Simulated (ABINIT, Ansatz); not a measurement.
# How the form of the self-energy moves the gap of BeTe (F-43m), part 2 of 2

Wanted: the gap of BeTe (F-43m) under several approximations, with cost.

ABINIT 10.8.3; PBE and many-body steps on it, plane waves. Known limits of the many-body steps: not at the basis limit; exchange with frozen shells missing; no spin-orbit coupling.

So far. Step 3 (Screening, 6×6×6 mesh, 176 bands, screening to 212.2 eV): Local fields lower ε∞ by 13 %. Step 4 (G0W0, Godby-Needs plasmon pole): The gap on the mesh goes from 2.03 eV to 3.42 eV, a correction of +1.39 eV.

## (5) G0W0, von der Linden-Horsch plasmon pole

Level of this step: G0W0 on PBE, plane waves, norm-conserving pseudopotentials (ABINIT).

run.abi

```
acell 3*1.0 Angstrom
rprim 
  -0.000000000000 2.831458787600 2.831458787600
  2.831458787600 0.000000000000 2.831458787600
  2.831458787600 2.831458787600 0.000000000000
ntypat 2
znucl 4 52
natom 2
typat 1 2
xred 
  0.000000000000 0.000000000000 0.000000000000
  0.750000000000 0.750000000000 0.750000000000
pp_dirpath "pseudos"
pseudos "Be.upf, Te.upf"
ecut 38
ngkpt 6 6 6
nshiftk 1
shiftk 0 0 0
kptopt 1
chksymbreak 0
istwfk *1
occopt 1
irdwfk 1
optdriver 4
nband 176
gwcalctyp 0
ecutsigx 38
symsigma 1
nkptgw 2
kptgw 
  0.0000000000 0.0000000000 0.0000000000
  0.5000000000 0.5000000000 0.0000000000
bdgw 
  8 13
  9 12
ecuteps 7.8
irdscr 1
ppmodel 3
indata_prefix "in"
outdata_prefix "out"
tmpdata_prefix "tmp"
```

Run with:

```
OMP_NUM_THREADS=1 mpirun -n 8 abinit run.abi > log
```

What it wrote:

```text
.Version 10.8.3 of ABINIT. v10.8.2 released Aug 2026.

 Symmetries : space group F-4 3 m (#216); Bravais cF (face-center cubic)
[... echo of the input left out ...]
== DATASET  1 ==================================================================
-   mpi_nproc: 8, omp_nthreads: 1 (-1 if OMP is not activated)

--- !DatasetInfo
iteration_state: {dtset: 1, }
dimensions: {natom: 2, nkpt: 16, mband: 176, nsppol: 1, nspinor: 1, nspden: 1, mpw: 3479, }
cutoff_energies: {ecut:  38.0, pawecutdg:  -1.0, }
electrons: {nelect:   2.00000000E+01, charge:   0.00000000E+00, occopt:   1.00000000E+00, tsmear:   1.00000000E-02, }

 SIGMA: Calculation of the GW corrections

 Based on a program developped by R.W. Godby, V. Olevano, G. Onida, and L. Reining.
 Incorporated in ABINIT by V. Olevano, G.-M. Rignanese, and M. Torrent.
.Using double precision arithmetic ; gwpc =  8

[... cell and pseudopotentials left out ...]
--------------------------------------------------------------------------------

 ==== K-mesh for the wavefunctions ====
 Number of points in the irreducible wedge :    16
[... list of points left out ...]
 Together with 24 symmetry operations and time-reversal symmetry
 yields   216 points in the full Brillouin Zone.

 ==== Q-mesh for screening function ====
 Number of points in the irreducible wedge :    16
[... list of points left out ...]
 Together with 24 symmetry operations and time-reversal symmetry
 yields   216 points in the full Brillouin Zone.

 vcoul_init : cutoff-mode = AUXILIARY_FUNCTION
 q-points for optical limit:   1
     1)      0.000010    0.000020    0.000030
 setmesh: FFT mesh size selected  =    45x   45x   45
          total number of points  =        91125

 Number of electrons calculated from density =   20.0000; Expected =   20.0000
[...]
number of omega for Sigma on real axis              0
 max omega for Sigma on real axis  [eV]           0.00
 zcut for avoiding poles [eV]                     0.10

 EPSILON^-1 parameters (SCR file):
 dimension of the eps^-1 matrix on file            331
 dimension of the eps^-1 matrix used               331
 number of plane-waves for wavefunctions          3479
 number of bands                                   176
 number of q-points in IBZ                          16
 number of frequencies                               2
 number of real frequencies                          1
 number of imag frequencies                          1

 matrix elements of self-energy operator (all in [eV])

 Perturbative Calculation

--- !SelfEnergy_ee
iteration_state: {dtset: 1, }
kpoint     : [   0.000,    0.000,    0.000, ]
spin       : 1
KS_gap     :    3.658
QP_gap     :    5.389
Delta_QP_KS:    1.731
data: !SigmaeeData |
     Band     E0 <VxcDFT>   SigX SigC(E0)      Z dSigC/dE  Sig(E)    E-E0       E
        8   3.976 -12.492 -15.162   0.504   0.860  -0.162 -14.355  -1.863   2.113
        9   3.976 -12.492 -15.162   0.504   0.860  -0.162 -14.355  -1.863   2.113
       10   3.976 -12.492 -15.162   0.504   0.860  -0.162 -14.355  -1.863   2.113
[...]
--- !SelfEnergy_ee
iteration_state: {dtset: 1, }
kpoint     : [   0.500,    0.500,    0.000, ]
spin       : 1
KS_gap     :    4.602
QP_gap     :    6.141
Delta_QP_KS:    1.539
data: !SigmaeeData |
     Band     E0 <VxcDFT>   SigX SigC(E0)      Z dSigC/dE  Sig(E)    E-E0       E
[...]
11   6.004  -8.757  -4.901  -4.348   0.875  -0.143  -9.187  -0.430   5.573
       12   6.690  -9.557  -5.481  -4.379   0.870  -0.149  -9.821  -0.264   6.426

== END DATASET(S) ==============================================================
================================================================================

 -outvars: echo values of variables after computation  --------
           etotal      0.0000000000E+00
            nband         176
             nkpt          16
          spgroup         216
 [... the other variables as echoed above ...]

 Calculation completed.
```

Elapsed: 11 s, on 8 MPI ranks of Arm Neoverse V2, shared host; peak memory 2.9 GiB; 90 s of CPU time.

Numbers from this step:

| Property | Result |
| --- | --- |
| G0W0 gap on the points computed | 3.460 eV |
| starting gap on the mesh | 2.028 eV |
| k of the valence top | 0, 0, 0 |
| k of the conduction bottom | 0.5, 0.5, 0 |
| Z at the valence top | 0.86 |
| Z at the conduction bottom | 0.875 |
| least direct G0W0 gap on the computed points | 5.389 eV |

Against G0W0 in ABINIT (6×6×6 mesh, 176 bands, screening to 212.2 eV, Godby-Needs plasmon pole), the gap moves by +0.038 eV.

## (6) G0W0, Engel-Farid plasmon pole

Edit run.abi of step 5 so:

```diff
@@ -37,3 +37,3 @@
 irdscr 1
-ppmodel 3
+ppmodel 4
 indata_prefix "in"
```

What it wrote:

```text
.Version 10.8.3 of ABINIT. v10.8.2 released Aug 2026.

 Symmetries : space group F-4 3 m (#216); Bravais cF (face-center cubic)
[... echo of the input left out ...]
== DATASET  1 ==================================================================
-   mpi_nproc: 8, omp_nthreads: 1 (-1 if OMP is not activated)

--- !DatasetInfo
iteration_state: {dtset: 1, }
dimensions: {natom: 2, nkpt: 16, mband: 176, nsppol: 1, nspinor: 1, nspden: 1, mpw: 3479, }
cutoff_energies: {ecut:  38.0, pawecutdg:  -1.0, }
[...]
Band     E0 <VxcDFT>   SigX SigC(E0)      Z dSigC/dE  Sig(E)    E-E0       E
[...]
11   6.004  -8.757  -4.901  -3.934   0.825  -0.213  -8.821  -0.064   5.940
       12   6.690  -9.557  -5.481  -3.965   0.819  -0.221  -9.466   0.091   6.781

== END DATASET(S) ==============================================================
================================================================================

 -outvars: echo values of variables after computation  --------
           etotal      0.0000000000E+00
            nband         176
             nkpt          16
          spgroup         216
 [... the other variables as echoed above ...]

 Calculation completed.
```

Elapsed: 11 s, on 8 MPI ranks; peak memory 2.9 GiB; 89 s of CPU time.

Numbers from this step:

| Property | Result |
| --- | --- |
| G0W0 gap on the points computed | 3.453 eV |
| starting gap on the mesh | 2.028 eV |
| k of the valence top | 0, 0, 0 |
| k of the conduction bottom | 0.5, 0.5, 0 |
| least direct G0W0 gap on the computed points | 5.359 eV |

Against G0W0 in ABINIT (6×6×6 mesh, 176 bands, screening to 212.2 eV, Godby-Needs plasmon pole), the gap moves by +0.031 eV.

## (7) The runs together

Times are wall times on 8 MPI ranks of Arm Neoverse V2, shared host, good to a factor of about two. A run's time includes the screening step that it read.

```
                                     run   mesh  bands  screening cutoff (eV)  DFT gap (eV)  gap on the mesh (eV)  direct (eV)  ε∞ used     time
          G0W0, Godby-Needs plasmon pole  6×6×6    176                  212.2         2.028                 3.422        5.311     7.30    3 min
G0W0, von der Linden-Horsch plasmon pole  6×6×6    176                  212.2         2.028                 3.460        5.389     7.30  2.8 min
          G0W0, Engel-Farid plasmon pole  6×6×6    176                  212.2         2.028                 3.453        5.359     7.30  2.8 min
```

## (8) Results

| Property | Result |
| --- | --- |
| G0W0, Godby-Needs plasmon pole | 3.422 eV |
| G0W0, von der Linden-Horsch plasmon pole | 3.460 eV |
| G0W0, Engel-Farid plasmon pole | 3.453 eV |
| known limits | not at the basis limit; exchange with frozen shells missing; no spin-orbit coupling |

What this shows: G0W0, von der Linden-Horsch plasmon pole: +0.038 eV against G0W0, Godby-Needs plasmon pole. G0W0, Engel-Farid plasmon pole: +0.031 eV against G0W0, Godby-Needs plasmon pole. Against experiment, by G0W0, Godby-Needs plasmon pole: the gap of 3.42 eV lies +0.72 eV from the measured 2.7 eV (indirect, quoted 1997); the gap of 3.42 eV lies +0.62 eV from the measured 2.8 eV (indirect, quoted 1997). These are gaps on the mesh, at modest bands and cutoff. The calculation has static nuclei and no excitons; a measured gap holds zero-point and thermal motion, which mostly lowers it. With atoms this heavy the missing spin-orbit coupling can matter too. Bands and cutoff are finite, so the gap is not at the basis limit. The miss can reach some tenths of an eV and take either sign; the mesh is an error of its own. In the G0W0 runs levels were corrected at 2 k points alone, so a gap called «on the mesh» is the least over those, and an edge elsewhere would be missed. The norm-conserving file of at least one element keeps a d shell over frozen s and p shells of the same row. Exchange with those shells is missing from the self-energy, an error of 0.3 to 0.9 eV in cases checked, whose sign depends on which edge lies on those atoms.

[Paths, hosts, dates, memory and timing lines, banners, echoed tables and standing remarks are left out of the program output.]

[Logs are printed without paths, hosts, clocks, repeated set-up lines and the standing remarks that a program may print on its own settings, such as how far it seeks lower states.]

[Runs of the session that timed out or met a known fault of the program may be left out.]

[Hosts, paths, dates, database ids (printed as entryN), source tags and the programs' standing remarks are cut or masked in the printed files.]

[G0W0 gaps are taken among the corrected bands and points alone; a level outside them can change the order at an edge.]

[Where Ansatz stands beside ABINIT at settings called matched, ABINIT's density can come from a denser mesh and the files from another edition; pairs whose starting gaps differed by over 0.03 eV were left out, so agreement reads better than it is.]
